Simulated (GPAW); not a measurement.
# Bi2Se3 (Paraguanajuatite) (R-3m) in GPAW: a series of runs

One crystal, Bi2Se3 (Paraguanajuatite), is run at these levels: PBE, RPBE; tasks: dielectric tensor.

All numbers are computed with GPAW 26.7.0; they aren't measurements. Logs are shortened: lines on timing, memory, paths and dates and some standing lists are left out, and cuts for length are marked. The log counts tension as positive stress, the text compression.

## (1) The structure

It takes space group R-3m (No. 166, trigonal). The conventional cell has a = 4.143 Å, b = 4.143 Å, c = 28.636 Å, α = 90.00°, β = 90.00°, γ = 120.00°. Bi (site symmetry 3m) has 6 Se at 2.85 to 3.07 Å as nearest neighbours. Se (site symmetry 3m) has 3 Bi at 2.85 Å as nearest neighbours. Around Se (site symmetry -3m) lie 6 Bi at 3.07 Å.

## (2) Dielectric tensor, PBE

run.py reads:

```python
import numpy as np
from ase.dft.bandgap import bandgap
from ase.io import read, write
from gpaw import GPAW, PW
from gpaw.response.df import DielectricFunction

atoms = read('Bi2Se3.xyz')

calc = GPAW(mode=PW(500),
            xc='PBE',
            kpts={'size': (6, 6, 6), 'gamma': True},
            occupations={'name': 'fermi-dirac', 'width': 0.001},
            nbands=39,
            convergence={'density': 1e-06},
            maxiter=150,
            txt='gpaw.txt')
atoms.calc = calc
energy = atoms.get_potential_energy()
calc.write('gs.gpw')
write('result.traj', atoms)
print(f'Energy: {energy:.6f} eV')
print('Fermi level:', round(calc.get_fermi_level(), 4), 'eV')
print(f'Gap: {bandgap(calc)[0]:.4f} eV, direct: {bandgap(calc, direct=True)[0]:.4f} eV')

for size in [(6, 6, 6)]:
    name = 'x'.join(str(n) for n in size)
    dense = calc.fixed_density(kpts={'size': size, 'gamma': True},
                               nbands=70, convergence={'bands': 64, 'eigenstates': 1e-7},
                               update_fermi_level=True, txt=f'dense-{name}.txt')
    dense.write(f'{name}.gpw', mode='all')
    df = DielectricFunction(f'{name}.gpw', frequencies=np.array([0.0]), hilbert=False, eta=0.001,
                            ecut=80, nbands=64, intraband=False, txt=f'df-{name}.txt')
    for xc in ['RPA']:
        for direction in ['x', 'y', 'z', [0, 1, 1], [1, 0, 1], [1, 1, 0]]:
            e0, e = df.get_macroscopic_dielectric_constant(xc=xc, direction=direction)
            print(f'{name} {xc} {direction}: {e0:.4f} without, {e:.4f} with local fields')
```

Bi2Se3.xyz reads:

```xyz
5
Lattice="2.0715000000 1.1959810826 9.5453333333 -2.0715000000 1.1959810826 9.5453333333 0.0000000000 -2.3919621653 9.5453333333" Properties=species:S:1:pos:R:3 pbc="T T T"
Bi     0.0000000000     -0.0000000001     17.1586911999
Bi     0.0000000000      0.0000000000     11.4773088000
Se     0.0000000000     -0.0000000001     22.5737587999
Se     0.0000000000      0.0000000000      6.0622412000
Se     0.0000000000      0.0000000000      0.0000000000
```

Potentials or basis: GPAW PAW data sets (gpaw-data 1.2.1), pw.

The run is started by

```bash
$ OMP_NUM_THREADS=1 python run.py
```

gpaw.txt:

```text
__  _  _
 | _ |_)|_||  |
 |__||  | ||/\| - 26.7.0

Input parameters:
  mode=PW(ecut=500.0),
  convergence={'density': 1e-06},
  kpts=MonkhorstPack(size=(6, 6, 6), gamma=True),
  maxiter=150,
  nbands=39,
  occupations=Occupations(name='fermi-dirac', width=0.001),
  xc=XC(name='PBE')

Diagonalizing LCAO Hamiltonian
Converting LCAO to pw mode

       Se

       Bi

       Bi

       Se

       Se

Atoms  # Å, Bohr magnetons
|   | symbol |        x |         y |         z |    initial magnetic moments |
|---|--------|----------|-----------|-----------|-----------------------------|
| 0 |     Bi | 0.000000 | -0.000000 | 17.158691 | ( 0.0000,  0.0000,  0.0000) |
| 1 |     Bi | 0.000000 |  0.000000 | 11.477309 | ( 0.0000,  0.0000,  0.0000) |
| 2 |     Se | 0.000000 | -0.000000 | 22.573759 | ( 0.0000,  0.0000,  0.0000) |
| 3 |     Se | 0.000000 |  0.000000 |  6.062241 | ( 0.0000,  0.0000,  0.0000) |
| 4 |     Se | 0.000000 |  0.000000 |  0.000000 | ( 0.0000,  0.0000,  0.0000) |

Unit cell  # Å
| periodic |         x |         y |        z |  lengths |    angles |
|----------|-----------|-----------|----------|----------|-----------|
|      yes |  2.071500 |  1.195981 | 9.545333 | 9.840471 | 24.304273 |
|      yes | -2.071500 |  1.195981 | 9.545333 | 9.840471 | 24.304273 |
|      yes |  0.000000 | -2.391962 | 9.545333 | 9.840471 | 24.304273 |

Number of symmetries: 12
Symmetry operations  # r_c * U_cc + t_c -> r_c
|    | kind |            matrix            |
|----|------|------------------------------|
|  0 |  E   |  1, 0, 0,  0, 1, 0,  0, 0, 1 |
|  1 |  σ   |  1, 0, 0,  0, 0, 1,  0, 1, 0 |
|  2 |  σ   |  0, 1, 0,  1, 0, 0,  0, 0, 1 |
|  3 |  C3  |  0, 1, 0,  0, 0, 1,  1, 0, 0 |
|  4 |  C3  |  0, 0, 1,  1, 0, 0,  0, 1, 0 |
|  5 |  σ   |  0, 0, 1,  0, 1, 0,  1, 0, 0 |
|  6 |  C2  |  0, 0,-1,  0,-1, 0, -1, 0, 0 |
|  7 |  S6  |  0, 0,-1, -1, 0, 0,  0,-1, 0 |
|  8 |  S6  |  0,-1, 0,  0, 0,-1, -1, 0, 0 |
|  9 |  C2  |  0,-1, 0, -1, 0, 0,  0, 0,-1 |
| 10 |  C2  | -1, 0, 0,  0, 0,-1,  0,-1, 0 |
| 11 |  i   | -1, 0, 0,  0,-1, 0,  0, 0,-1 |

BZ-sampling:
  Number of BZ points: 216
  Number of IBZ points: 32

  Monkhorst-Pack size: [6, 6, 6]
  Monkhorst-Pack shift: [0.08333333333333333, 0.08333333333333333, 0.08333333333333333]

K-points  # in reciprocal-cell coordinates
|     |                                coordinates |     weight |
|-----|--------------------------------------------|------------|
|   0 | (  0.00000000,   0.00000000,   0.00000000) | 0.00462963 |
|   1 | (  0.16666667,   0.00000000,  -0.16666667) | 0.02777778 |
|   2 | (  0.16666667,   0.00000000,   0.00000000) | 0.02777778 |
|   3 | (  0.16666667,   0.16666667,  -0.16666667) | 0.02777778 |
|   4 | (  0.16666667,   0.16666667,   0.00000000) | 0.02777778 |
|   5 | (  0.16666667,   0.16666667,   0.16666667) | 0.00925926 |
|   6 | (  0.33333333,  -0.16666667,  -0.16666667) | 0.02777778 |
|   7 | (  0.33333333,   0.00000000,  -0.33333333) | 0.02777778 |
|   8 | (  0.33333333,   0.00000000,  -0.16666667) | 0.05555556 |
|   9 | (  0.33333333,   0.00000000,   0.00000000) | 0.02777778 |
| ... |                                            |            |
|  31 | (  0.50000000,   0.50000000,   0.50000000) | 0.00462963 |

Plane wave coefficients: 3629
Cutoff: 500.0 eV

Spin-components: 1 (collinear spins)
Bands:           39
Projectors:      27
Spin-degeneracy: 2
Datatype:        complex128

Parallelization:
  kpt:    1
  domain: 1
  band:   1

Density:
  Valence electrons: 48.0
  Components: 1
  Grid points: [54 54 54]
  Charge: 0.0  # |e|

Potential:
  Grid points: [54 54 54]

species:
  Bi:
    name:    Bismuth
    Z:       83.0
    valence: 15
    core:    68
    charge:  0.0  # [|e|]
    compensation charges:
      type: gauss
      rc: 0.38  # [Å]
      lmax: 2
    cutoffs:
      filter: 2.23  # [Å]
      core: 2.33  # [Å]
    projectors
    | kind |    occ | energy [eV] | rcut [Å] |
    |------|--------|-------------|----------|
    |   6s |  2.000 |     -14.385 |    1.286 |
    |   6p |  3.000 |      -4.580 |    1.275 |
    |   5d | 10.000 |     -27.119 |    1.349 |
    |    s |        |      12.827 |    1.286 |
    |    p |        |      22.631 |    1.275 |
    |    d |        |       0.093 |    1.349 |

    Using partial waves for Bi as LCAO basis

  Se:
    name:    Selenium
    Z:       34.0
    valence: 6
    core:    28
    charge:  0.0  # [|e|]
    compensation charges:
      type: gauss
      rc: 0.27  # [Å]
      lmax: 2
    cutoffs:
      filter: 1.77  # [Å]
      core: 2.67  # [Å]
    projectors
    | kind |    occ | energy [eV] | rcut [Å] |
    |------|--------|-------------|----------|
    |   4s |  2.000 |     -17.277 |    0.847 |
    |   4p |  4.000 |      -6.512 |    1.005 |
    |    s |        |       9.935 |    0.847 |
    |    p |        |      20.699 |    1.005 |
    |    d |        |       0.000 |    0.847 |

    Using partial waves for Se as LCAO basis

Reference energy: -1368007.362297  # eV

eigensolver:
  PPCG
  Converge bands: occupied
  niter=2

density mixing:
  MSR1-Mixer
  Pratt-step length: 0.05
  Maximum mixing coefficient: 0.75
  Old densities: 10
  SVD Regularization: 0.005
  Good broyden scale: 1.0
  Trust region scale: 1.0
  Backstep threshold: 4.0
  History deletion threshold: 6.0
  Fourier metric: weight=20.0, sigma=0.015

occupation numbers:
  Fermi-Dirac:
    width: 0.0010  # eV

poisson solver:
  ecut: 4000.0  # eV

xc functional:
  name: PBE with 2 nearest neighbor stencil

convergence criteria:
- Maximum integral of absolute [dens]ity change: 1e-06 electrons / valence electron
- Maximum [total energy] change in last 3 cyles: 0.0005 eV / valence electron
- Maximum integral of absolute [eigenst]ate change: 4e-08 eV^2 / valence electron
maximum number of iterations: 150

SCF iterations
|iter     | |      energy | eigst |  dens |
|---------|-|-------------|-------|-------|
|iter:   1| |  -22.286939 | -0.03 |       |
|iter:   2| |  -22.154323 | -2.03 | -1.17 |
|iter:   3| |  -21.787375 | -2.33 | -1.24 |
|iter:   4| |  -21.680206 | -3.12 | -1.56 |
|iter:   5| |  -21.675505 | -3.74 | -1.92 |
|iter:   6| |  -21.676242c| -4.18 | -2.25 |
|iter:   7| |  -21.676352c| -5.42 | -3.31 |
|iter:   8| |  -21.676378c| -5.97 | -3.77 |
|iter:   9| |  -21.676381c| -6.76 | -4.38 |
|iter:  10| |  -21.676381c| -7.55c| -4.95 |
|iter:  11| |  -21.676381c| -8.56c| -5.67 |
|iter:  12| |  -21.676381c| -9.07c| -6.30c|

Converged in 12 steps
Energy contributions relative to reference atoms: (reference = -1368007.362297)

Energy contributions:
  Kinetic:          65.057051
  Coulomb:         -61.869404
  Zero:             -3.143822
  External:          0.000000
  Xc:              -21.720205
  Entropy:          -0.000000
  Spinorbit:         0.000000
  ----------------------------
  Free energy:     -21.676381
  Extrapolated:    -21.676381

dipole moment: (-0.000000, 0.000000, -105.409846)  # |e|*Ang

Fermi level: 6.035
Eigenvalues  # (at kpt = [0.000, 0.000, 0.000])
| band index |      eig [eV] | occ [0-2] |
|------------|---------------|-----------|
|          0 |       -17.418 |     2.000 |
|        ... |               |           |
|         16 |         3.780 |     2.000 |
|         17 |         4.002 |     2.000 |
|         18 |         4.002 |     2.000 |
|         19 |         4.003 |     2.000 |
|         20 |         4.003 |     2.000 |
|         21 |         4.665 |     2.000 |
[... 8 lines left out ...]
|         30 |        11.716 |     0.000 |
|         31 |        12.885 |     0.000 |
|        ... |               |           |
|         38 |        14.585 |     0.000 |

Gap: 0.196 eV
Transition (v -> c):
  (s=0, k=0, n=23, [0.00, 0.00, 0.00]) -> (s=0, k=0, n=24, [0.00, 0.00, 0.00])
No difference between direct/indirect transitions
# Writing to gs.gpw (mode='')
```

Run time: 21 min. Hardware: 1 thread of Arm Neoverse V2, shared host; peak memory 1.1 GiB.

What came out:

| Property | Result |
| --- | --- |
| Free energy | -21.6764 eV |
| Band gap on the k mesh | 0.20 eV, direct |
| Electronic dielectric tensor (diagonal) | 20.79, 20.79, 32.38 |

Electronic dielectric tensor:
```
20.79  0.00  0.00
 0.00 20.79  0.00
 0.00  0.00 32.38
```

Caveat: the gap is small at this level, which inflates the dielectric constant; the long-wavelength limit can be off by a per cent or two; spin-orbit coupling is left out, which as a rule narrows the gap of such compounds by several tenths of an eV; the program warned that so skewed a cell can give wrong results.

## (3) Dielectric tensor, RPBE

run.py, as its differences from that of step 2:

```diff
@@ -9,3 +9,3 @@
 calc = GPAW(mode=PW(500),
-            xc='PBE',
+            xc='RPBE',
             kpts={'size': (6, 6, 6), 'gamma': True},
```

Bi2Se3.xyz is that of step 2.

Potentials or basis: the program's PAW data sets (release 1.2.1) made for this functional, pw.

The run is started by

```bash
$ OMP_NUM_THREADS=1 python run.py
```

gpaw.txt:

```text
__  _  _
 | _ |_)|_||  |
 |__||  | ||/\| - 26.7.0

Input parameters:
  mode=PW(ecut=500.0),
  convergence={'density': 1e-06},
  kpts=MonkhorstPack(size=(6, 6, 6), gamma=True),
  maxiter=150,
  nbands=39,
  occupations=Occupations(name='fermi-dirac', width=0.001),
  xc=XC(name='RPBE')

Diagonalizing LCAO Hamiltonian
Converting LCAO to pw mode

       Se

       Bi

       Bi

       Se

       Se

Atoms  # Å, Bohr magnetons
|   | symbol |        x |         y |         z |    initial magnetic moments |
|---|--------|----------|-----------|-----------|-----------------------------|
| 0 |     Bi | 0.000000 | -0.000000 | 17.158691 | ( 0.0000,  0.0000,  0.0000) |
| 1 |     Bi | 0.000000 |  0.000000 | 11.477309 | ( 0.0000,  0.0000,  0.0000) |
| 2 |     Se | 0.000000 | -0.000000 | 22.573759 | ( 0.0000,  0.0000,  0.0000) |
| 3 |     Se | 0.000000 |  0.000000 |  6.062241 | ( 0.0000,  0.0000,  0.0000) |
| 4 |     Se | 0.000000 |  0.000000 |  0.000000 | ( 0.0000,  0.0000,  0.0000) |

Unit cell  # Å
| periodic |         x |         y |        z |  lengths |    angles |
|----------|-----------|-----------|----------|----------|-----------|
|      yes |  2.071500 |  1.195981 | 9.545333 | 9.840471 | 24.304273 |
|      yes | -2.071500 |  1.195981 | 9.545333 | 9.840471 | 24.304273 |
|      yes |  0.000000 | -2.391962 | 9.545333 | 9.840471 | 24.304273 |

Number of symmetries: 12
Symmetry operations  # r_c * U_cc + t_c -> r_c
|    | kind |            matrix            |
|----|------|------------------------------|
|  0 |  E   |  1, 0, 0,  0, 1, 0,  0, 0, 1 |
|  1 |  σ   |  1, 0, 0,  0, 0, 1,  0, 1, 0 |
|  2 |  σ   |  0, 1, 0,  1, 0, 0,  0, 0, 1 |
|  3 |  C3  |  0, 1, 0,  0, 0, 1,  1, 0, 0 |
|  4 |  C3  |  0, 0, 1,  1, 0, 0,  0, 1, 0 |
|  5 |  σ   |  0, 0, 1,  0, 1, 0,  1, 0, 0 |
|  6 |  C2  |  0, 0,-1,  0,-1, 0, -1, 0, 0 |
|  7 |  S6  |  0, 0,-1, -1, 0, 0,  0,-1, 0 |
|  8 |  S6  |  0,-1, 0,  0, 0,-1, -1, 0, 0 |
|  9 |  C2  |  0,-1, 0, -1, 0, 0,  0, 0,-1 |
| 10 |  C2  | -1, 0, 0,  0, 0,-1,  0,-1, 0 |
| 11 |  i   | -1, 0, 0,  0,-1, 0,  0, 0,-1 |

BZ-sampling:
  Number of BZ points: 216
  Number of IBZ points: 32

  Monkhorst-Pack size: [6, 6, 6]
  Monkhorst-Pack shift: [0.08333333333333333, 0.08333333333333333, 0.08333333333333333]

K-points  # in reciprocal-cell coordinates
|     |                                coordinates |     weight |
|-----|--------------------------------------------|------------|
|   0 | (  0.00000000,   0.00000000,   0.00000000) | 0.00462963 |
|   1 | (  0.16666667,   0.00000000,  -0.16666667) | 0.02777778 |
|   2 | (  0.16666667,   0.00000000,   0.00000000) | 0.02777778 |
|   3 | (  0.16666667,   0.16666667,  -0.16666667) | 0.02777778 |
|   4 | (  0.16666667,   0.16666667,   0.00000000) | 0.02777778 |
|   5 | (  0.16666667,   0.16666667,   0.16666667) | 0.00925926 |
|   6 | (  0.33333333,  -0.16666667,  -0.16666667) | 0.02777778 |
|   7 | (  0.33333333,   0.00000000,  -0.33333333) | 0.02777778 |
|   8 | (  0.33333333,   0.00000000,  -0.16666667) | 0.05555556 |
|   9 | (  0.33333333,   0.00000000,   0.00000000) | 0.02777778 |
| ... |                                            |            |
|  31 | (  0.50000000,   0.50000000,   0.50000000) | 0.00462963 |

Plane wave coefficients: 3629
Cutoff: 500.0 eV

Spin-components: 1 (collinear spins)
Bands:           39
Projectors:      27
Spin-degeneracy: 2
Datatype:        complex128

Parallelization:
  kpt:    1
  domain: 1
  band:   1

Density:
  Valence electrons: 48.0
  Components: 1
  Grid points: [54 54 54]
  Charge: 0.0  # |e|

Potential:
  Grid points: [54 54 54]

species:
  Bi:
    name:    Bismuth
    Z:       83.0
    valence: 15
    core:    68
    charge:  0.0  # [|e|]
    compensation charges:
      type: gauss
      rc: 0.38  # [Å]
      lmax: 2
    cutoffs:
      filter: 2.23  # [Å]
      core: 2.33  # [Å]
    projectors
    | kind |    occ | energy [eV] | rcut [Å] |
    |------|--------|-------------|----------|
    |   6s |  2.000 |     -14.318 |    1.286 |
    |   6p |  3.000 |      -4.518 |    1.275 |
    |   5d | 10.000 |     -27.109 |    1.349 |
    |    s |        |      12.893 |    1.286 |
    |    p |        |      22.694 |    1.275 |
    |    d |        |       0.102 |    1.349 |

    Using partial waves for Bi as LCAO basis

  Se:
    name:    Selenium
    Z:       34.0
    valence: 6
    core:    28
    charge:  0.0  # [|e|]
    compensation charges:
      type: gauss
      rc: 0.27  # [Å]
      lmax: 2
    cutoffs:
      filter: 1.77  # [Å]
      core: 2.67  # [Å]
    projectors
    | kind |    occ | energy [eV] | rcut [Å] |
    |------|--------|-------------|----------|
    |   4s |  2.000 |     -17.221 |    0.847 |
    |   4p |  4.000 |      -6.481 |    1.005 |
    |    s |        |       9.991 |    0.847 |
    |    p |        |      20.730 |    1.005 |
    |    d |        |       0.000 |    0.847 |

    Using partial waves for Se as LCAO basis

Reference energy: -1368058.159251  # eV

eigensolver:
  PPCG
  Converge bands: occupied
  niter=2

density mixing:
  MSR1-Mixer
  Pratt-step length: 0.05
  Maximum mixing coefficient: 0.75
  Old densities: 10
  SVD Regularization: 0.005
  Good broyden scale: 1.0
  Trust region scale: 1.0
  Backstep threshold: 4.0
  History deletion threshold: 6.0
  Fourier metric: weight=20.0, sigma=0.015

occupation numbers:
  Fermi-Dirac:
    width: 0.0010  # eV

poisson solver:
  ecut: 4000.0  # eV

xc functional:
  name: RPBE with 2 nearest neighbor stencil

convergence criteria:
- Maximum integral of absolute [dens]ity change: 1e-06 electrons / valence electron
- Maximum [total energy] change in last 3 cyles: 0.0005 eV / valence electron
- Maximum integral of absolute [eigenst]ate change: 4e-08 eV^2 / valence electron
maximum number of iterations: 150

SCF iterations
|iter     | |      energy | eigst |  dens |
|---------|-|-------------|-------|-------|
|iter:   1| |  -20.465733 | -0.03 |       |
|iter:   2| |  -20.330382 | -2.02 | -1.16 |
|iter:   3| |  -19.967289 | -2.29 | -1.23 |
|iter:   4| |  -19.858862 | -3.06 | -1.55 |
|iter:   5| |  -19.856824 | -3.68 | -1.90 |
|iter:   6| |  -19.858840c| -4.04 | -2.23 |
|iter:   7| |  -19.859001c| -5.29 | -3.23 |
|iter:   8| |  -19.859036c| -5.89 | -3.68 |
|iter:   9| |  -19.859039c| -6.77 | -4.28 |
|iter:  10| |  -19.859039c| -7.69c| -4.95 |
|iter:  11| |  -19.859039c| -8.33c| -5.48 |
|iter:  12| |  -19.859039c| -8.71c| -6.15c|

Converged in 12 steps
Energy contributions relative to reference atoms: (reference = -1368058.159251)

Energy contributions:
  Kinetic:          70.052328
  Coulomb:         -66.163758
  Zero:             -3.233187
  External:          0.000000
  Xc:              -20.514422
  Entropy:          -0.000000
  Spinorbit:         0.000000
  ----------------------------
  Free energy:     -19.859039
  Extrapolated:    -19.859039

dipole moment: (0.000000, 0.000000, -105.281913)  # |e|*Ang

Fermi level: 6.213
Eigenvalues  # (at kpt = [0.000, 0.000, 0.000])
| band index |      eig [eV] | occ [0-2] |
|------------|---------------|-----------|
|          0 |       -17.380 |     2.000 |
|        ... |               |           |
|         16 |         3.896 |     2.000 |
|         17 |         4.106 |     2.000 |
|         18 |         4.106 |     2.000 |
|         19 |         4.107 |     2.000 |
|         20 |         4.107 |     2.000 |
|         21 |         4.762 |     2.000 |
[... 8 lines left out ...]
|         30 |        11.879 |     0.000 |
|         31 |        13.018 |     0.000 |
|        ... |               |           |
|         38 |        14.719 |     0.000 |

Gap: 0.270 eV
Transition (v -> c):
  (s=0, k=0, n=23, [0.00, 0.00, 0.00]) -> (s=0, k=0, n=24, [0.00, 0.00, 0.00])
No difference between direct/indirect transitions
# Writing to gs.gpw (mode='')
```

It took 21 min on 1 thread of Arm Neoverse V2, shared host; peak memory 1.1 GiB.

What came out:

```yaml
Free_energy: -19.8590 eV
Band_gap_on_the_k_mesh: 0.27 eV, direct
Electronic_dielectric_tensor_diagonal: 19.84, 19.84, 21.40
```

Electronic dielectric tensor:
```
19.84  0.00  0.00
 0.00 19.84  0.00
 0.00  0.00 21.40
```

Caveat: the gap is small at this level, which inflates the dielectric constant; the long-wavelength limit can be off by a per cent or two; spin-orbit coupling is left out, which as a rule narrows the gap of such compounds by several tenths of an eV; the program warned that so skewed a cell can give wrong results. RPBE gaps usually lie below the measured ones, often by a third to a half.
